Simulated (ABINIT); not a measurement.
# GaN (F-43m) in ABINIT: single point with LDA

Aim: the single point of GaN with LDA.

Everything below comes from runs of ABINIT 10.8.3 (patched build). Logs are shortened: lines on timing, memory, paths and dates and some standing lists are left out, and cuts for length are marked. The log counts tension as positive stress, the text compression.

**Measured values to compare with.**

From a printed reference work, textbook, for a bulk crystal of GaN at 0 K: band gap 3.299 eV (direct).

The results are compared with them further down.

## 1. The structure

Symmetry: F-43m, No. 216, cubic system. The conventional cell has a = 4.507 Å, b = 4.507 Å, c = 4.507 Å, α = 90.00°, β = 90.00°, γ = 90.00°. Ga (site symmetry -43m) is surrounded by 4 N at 1.95 Å. N (site symmetry -43m) has 4 Ga at 1.95 Å as nearest neighbours.

The cell is a database's computed one.

## 2. Single point, LDA

File run.abi:

```
# Pseudopotentials
pp_dirpath "./"
pseudos "Ga.LDA_PW-JTH.xml, N.LDA_PW-JTH.xml"

# Structure
acell 3*1.0
rprim
     0.0000000000     4.2584989699     4.2584989699
     4.2584989699     0.0000000000     4.2584989699
     4.2584989699     4.2584989699     0.0000000000
ntypat 2
znucl 31 7
natom 2
typat 1 2
xred
     0.0000000000     0.0000000000     0.0000000000
     0.2500000000     0.2500000000     0.2500000000

# Plane-wave basis
ecut 680.284656 eV
pawecutdg 47.0

# k points
kptopt 1
ngkpt 13 13 13
nshiftk 1
shiftk 0.0 0.0 0.0

# Exchange and correlation
ixc 7

# Bands and occupations
nband 13
occopt 3
tsmear 0.05 eV

# SCF cycle
nstep 100
tolvrs 1.0e-9

# Output
iomode 3
prtwf 0
prteig 0
prtebands 0
prtden 1
prtvha 1
prtvclmb 1
prtpot 1
```

Potentials or basis: JTH PAW LDA v2.0.

Run with:

```
$ abinit run.abi > log 2>&1
```

run.abo:

```text
.Version 10.8.3 of ABINIT
 Symmetries : space group F-4 3 m (#216); Bravais cF (face-center cubic)
================================================================================
 Values of the parameters that define the memory need of the present run
     intxc =       0    ionmov =       0      iscf =      17    lmnmax =      18
     lnmax =       6     mgfft =      30  mpssoang =       3    mqgrid =    3001
     natom =       2  nloc_mem =       2    nspden =       1   nspinor =       1
    nsppol =       1      nsym =      24    n1xccc =       1    ntypat =       2
    occopt =       3   xclevel =       1
       mpw =         938          nfft =       27000          nkpt =          84
 PAW method is used; the additional fine FFT grid is defined by:
   mgfftf=        40    nfftf =     64000
================================================================================
================================================================================

--------------------------------------------------------------------------------
------------- Echo of variables that govern the present computation ------------
--------------------------------------------------------------------------------
 -outvars: echo values of preprocessed input variables --------
            acell      1.0000000000E+00  1.0000000000E+00  1.0000000000E+00 Bohr
              amu      6.97230000E+01  1.40067400E+01
             ecut      2.50000000E+01 Hartree
                       outvar_i_n : Printing only first  50 k-points.
              ixc           7
                       outvar_i_n : Printing only first  50 k-points.
         kptrlatt       13    0    0      0   13    0      0    0   13
          kptrlen      7.82915510E+01
            natom           2
            nband          13
            ngfft          30      30      30
          ngfftdg          40      40      40
             nkpt          84
            nstep         100
             nsym          24
           ntypat           2
                       prtocc : prtvol=0, do not print more k-points.
           occopt           3
        pawecutdg      4.70000000E+01 Hartree
        prtebands           0
           prteig           0
           prtpot           1
         prtvclmb           1
           prtvha           1
            prtwf           0
            rprim      0.0000000000E+00  4.2584989699E+00  4.2584989699E+00
                       4.2584989699E+00  0.0000000000E+00  4.2584989699E+00
                       4.2584989699E+00  4.2584989699E+00  0.0000000000E+00
          spgroup         216
           tolvrs      1.00000000E-09
           tsmear      1.83746611E-03 Hartree
            typat      1  2
           useylm           1
                       outvars : Printing only first  50 k-points.
           xangst      0.0000000000E+00  0.0000000000E+00  0.0000000000E+00
                       1.1267503030E+00  1.1267503030E+00  1.1267503030E+00
            xcart      0.0000000000E+00  0.0000000000E+00  0.0000000000E+00
                       2.1292494849E+00  2.1292494849E+00  2.1292494849E+00
             xred      0.0000000000E+00  0.0000000000E+00  0.0000000000E+00
                       2.5000000000E-01  2.5000000000E-01  2.5000000000E-01
            znucl       31.00000    7.00000

================================================================================

 chkinp: Checking input parameters for consistency.

================================================================================
== DATASET  1 ==================================================================

--- !DatasetInfo
iteration_state: {dtset: 1, }
dimensions: {natom: 2, nkpt: 84, mband: 13, nsppol: 1, nspinor: 1, nspden: 1, mpw: 938, }
cutoff_energies: {ecut:  25.0, pawecutdg:  47.0, }
electrons: {nelect:   1.80000000E+01, charge:   0.00000000E+00, occopt:   3.00000000E+00, tsmear:   1.83746611E-03, }
meta: {optdriver: 0, ionmov: 0, optcell: 0, iscf: 17, paral_kgb: 0, }
...

 Exchange-correlation functional for the present dataset will be:
  LDA: Perdew-Wang 92 LSD fit to Ceperley-Alder data - ixc=7
  J.P.Perdew and Y.Wang, PRB 45, 13244 (1992)

 Real(R)+Recip(G) space primitive vectors, cartesian coordinates (Bohr,Bohr^-1):
 R(1)=  0.0000000  4.2584990  4.2584990  G(1)= -0.1174123  0.1174123  0.1174123
 R(2)=  4.2584990  0.0000000  4.2584990  G(2)=  0.1174123 -0.1174123  0.1174123
 R(3)=  4.2584990  4.2584990  0.0000000  G(3)=  0.1174123  0.1174123 -0.1174123
 Unit cell volume ucvol=  1.5445417E+02 bohr^3
 Angles (23,13,12)=  6.00000000E+01  6.00000000E+01  6.00000000E+01 degrees

 Coarse grid specifications (used for wave-functions):

 getcut: wavevector=  0.0000  0.0000  0.0000  ngfft=  30  30  30
[... 49 lines left out ...]
 ETOT  8  -89.379754893445     3.871E-07 1.418E-04 1.593E-05
 ETOT  9  -89.379754917316    -2.387E-08 8.552E-05 7.395E-07
 ETOT 10  -89.379754916100     1.215E-09 1.487E-04 3.167E-07
 ETOT 11  -89.379754915749     3.516E-10 2.177E-05 3.115E-09
 ETOT 12  -89.379754915776    -2.765E-11 1.227E-04 4.802E-10

 At SCF step   12       nres2   =  4.80E-10 < tolvrs=  1.00E-09 =>converged.

 Cartesian components of stress tensor (hartree/bohr^3)
  sigma(1 1)=  2.26867839E-04  sigma(3 2)=  0.00000000E+00
  sigma(2 2)=  2.26867839E-04  sigma(3 1)=  0.00000000E+00
  sigma(3 3)=  2.26867839E-04  sigma(2 1)=  0.00000000E+00

--- !ResultsGS
iteration_state: {dtset: 1, }
comment   : Summary of ground state results
lattice_vectors:
- [  0.0000000,   4.2584990,   4.2584990, ]
- [  4.2584990,   0.0000000,   4.2584990, ]
- [  4.2584990,   4.2584990,   0.0000000, ]
lattice_lengths: [   6.02243,    6.02243,    6.02243, ]
lattice_angles: [ 60.000,  60.000,  60.000, ] # degrees, (23, 13, 12)
lattice_volume:   1.5445417E+02
convergence: {deltae: -2.765E-11, res2:  4.802E-10, residm:  1.227E-04, diffor: null, }
etotal    :  -8.93797549E+01
entropy   :   0.00000000E+00
fermie    :   2.41533646E-01
cartesian_stress_tensor: # hartree/bohr^3
- [  2.26867839E-04,   0.00000000E+00,   0.00000000E+00, ]
- [  0.00000000E+00,   2.26867839E-04,   0.00000000E+00, ]
- [  0.00000000E+00,   0.00000000E+00,   2.26867839E-04, ]
pressure_GPa:  -6.6747E+00
xred      :
- [  0.0000E+00,   0.0000E+00,   0.0000E+00, Ga]
- [  2.5000E-01,   2.5000E-01,   2.5000E-01,  N]
cartesian_forces: # hartree/bohr
- [  4.93983701E-31,   4.93983701E-31,  -1.48195110E-30, ]
- [ -4.93983701E-31,  -4.93983701E-31,   1.48195110E-30, ]
force_length_stats: {min:   1.63835859E-30, max:   1.63835859E-30, mean:   1.63835859E-30, }
...

 Integrated electronic density in atomic spheres:
 ------------------------------------------------
 Atom  Sphere_radius  Integrated_density
    1        2.10359         11.20622054
    2        1.20497          2.55846761

================================================================================

 ----iterations are completed or convergence reached----

 Mean square residual over all n,k,spin=   14.025E-08; max=  12.275E-05
 reduced coordinates (array xred) for    2 atoms
       0.000000000000      0.000000000000      0.000000000000
       0.250000000000      0.250000000000      0.250000000000
 rms dE/dt=  5.9500E-30; max dE/dt=  8.4145E-30; dE/dt below (all hartree)
    1       0.000000000000      0.000000000000      0.000000000000
    2      -0.000000000000     -0.000000000000      0.000000000000

 cartesian coordinates (angstrom) at end:
    1      0.00000000000000     0.00000000000000     0.00000000000000
    2      1.12675030299809     1.12675030299809     1.12675030299809

 cartesian forces (hartree/bohr) at end:
    1      0.00000000000000     0.00000000000000    -0.00000000000000
    2     -0.00000000000000    -0.00000000000000     0.00000000000000
 frms,max,avg= 9.4590677E-31 1.4819511E-30   0.000E+00  0.000E+00  0.000E+00 h/b

 cartesian forces (eV/Angstrom) at end:
    1      0.00000000000000     0.00000000000000    -0.00000000000000
    2     -0.00000000000000    -0.00000000000000     0.00000000000000
 frms,max,avg= 4.8640482E-29 7.6204990E-29   0.000E+00  0.000E+00  0.000E+00 e/A
 length scales=  1.000000000000  1.000000000000  1.000000000000 bohr
              =  0.529177210544  0.529177210544  0.529177210544 angstroms
 Fermi (or HOMO) energy (hartree) =   0.24153   Average Vxc (hartree)=  -0.40614
 Eigenvalues (hartree) for nkpt=  84  k points:
 kpt#   1, nband= 13, wtk=  0.00046, kpt=  0.0000  0.0000  0.0000 (reduced coord)
  -0.37375   -0.28983   -0.28983   -0.28983   -0.27819   -0.27819    0.20757    0.20757
   0.20757    0.27110    0.57886    0.57886    0.57886
      occupation numbers for kpt#   1
   2.00000    2.00000    2.00000    2.00000    2.00000    2.00000    2.00000    2.00000
   2.00000    0.00000    0.00000    0.00000    0.00000
 prteigrs : prtvol=0 or 1, do not print more k-points.

--- !EnergyTerms
iteration_state     : {dtset: 1, }
comment             : Components of total free energy in Hartree
kinetic             :  1.09077748856554E+01
hartree             :  2.33467936831737E+01
xc                  : -4.31077741414694E+00
Ewald energy        : -5.83371585566602E+01
psp_core            :  2.93866215837350E+00
local_psp           : -6.52984296326712E+01
PAW spherical_terms :  1.37337179810011E+00
internal            : -8.93797630781756E+01
'-kT*entropy'       : -6.48821016766923E-12
total_energy        : -8.93797630781821E+01
total_energy_eV     : -2.43214725569469E+03
...

--- !EnergyTermsDC
iteration_state     : {dtset: 1, }
comment             : '"Double-counting" decomposition of free energy'
band_energy         : -2.86646926364497E+00
Ewald energy        : -5.83371585566602E+01
psp_core            :  2.93866215837350E+00
xc_dc               : -2.24081051937675E+01
PAW spherical_terms : -8.70668406007079E+00
internal            : -8.93797549157699E+01
'-kT*entropy'       : -6.48821016766923E-12
total_energy_dc     : -8.93797549157764E+01
total_energy_dc_eV  : -2.43214703358431E+03
...

--- !EnergyTermsWithPAWCore
iteration_state     : {dtset: 1, }
comment             : 'Components of total free energy, including PAW core contributions'
Total energy        : -1.99568792121069E+03
Total energy DC     : -1.99568791304829E+03
Total energy (eV)   : -5.43054348505031E+04
Total energy DC (eV): -5.43054346283927E+04
...

 Cartesian components of stress tensor (hartree/bohr^3)
  sigma(1 1)=  2.26867839E-04  sigma(3 2)=  0.00000000E+00
  sigma(2 2)=  2.26867839E-04  sigma(3 1)=  0.00000000E+00
  sigma(3 3)=  2.26867839E-04  sigma(2 1)=  0.00000000E+00

-Cartesian components of stress tensor (GPa)         [Pressure= -6.6747E+00 GPa]
- sigma(1 1)=  6.67468226E+00  sigma(3 2)=  0.00000000E+00
- sigma(2 2)=  6.67468226E+00  sigma(3 1)=  0.00000000E+00
- sigma(3 3)=  6.67468226E+00  sigma(2 1)=  0.00000000E+00

== END DATASET(S) ==============================================================
================================================================================

 -outvars: echo values of variables after computation  --------
            acell      1.0000000000E+00  1.0000000000E+00  1.0000000000E+00 Bohr
           etotal     -8.9379754916E+01
            fcart      4.9398370070E-31  4.9398370070E-31 -1.4819511021E-30
                      -4.9398370070E-31 -4.9398370070E-31  1.4819511021E-30
            rprim      0.0000000000E+00  4.2584989699E+00  4.2584989699E+00
                       4.2584989699E+00  0.0000000000E+00  4.2584989699E+00
                       4.2584989699E+00  4.2584989699E+00  0.0000000000E+00
           strten      2.2686783889E-04  2.2686783889E-04  2.2686783889E-04
                       0.0000000000E+00  0.0000000000E+00  0.0000000000E+00
           xangst      0.0000000000E+00  0.0000000000E+00  0.0000000000E+00
                       1.1267503030E+00  1.1267503030E+00  1.1267503030E+00
             xred      0.0000000000E+00  0.0000000000E+00  0.0000000000E+00
                       2.5000000000E-01  2.5000000000E-01  2.5000000000E-01
 Calculation completed.
```

It took 35 s on 1 thread of Arm Neoverse V1, shared host; peak memory 0.11 GiB.

Results:

```yaml
Free_energy: -2432.1470 eV
Band_gap_on_the_k_mesh: 1.73 eV, direct
Valence_electrons_inside_the_program's_atomic_spheres: Ga 11.21; N 2.56
```

Levels at points of the mesh, in eV from the valence-band top:
| k point | band 5 | band 6 | band 7 | band 8 | band 9 | band 10 | band 11 | band 12 | band 13 |
| --- | --- | --- | --- | --- | --- | --- | --- | --- | --- |
| (0.00, 0.00, 0.00) | -13.22 | -13.22 | 0.00 | 0.00 | 0.00 | 1.73 | 10.10 | 10.10 | 10.10 |

Caveat: the cutoff is too short for stress, so the log's stress isn't used.

## 3. Comparison with measurements

Step 2. Measured gap of GaN: 3.299 eV (direct; 0 K; a printed reference work, textbook). This calculation gives 1.73 eV (-1.57 eV). Spin-orbit coupling on Ga is left out. The value is that of LDA, without temperature or zero-point motion. Semilocal functionals fall short of measured gaps as a rule. The cell is a database's relaxed one, not the measured one, which moves gaps too.
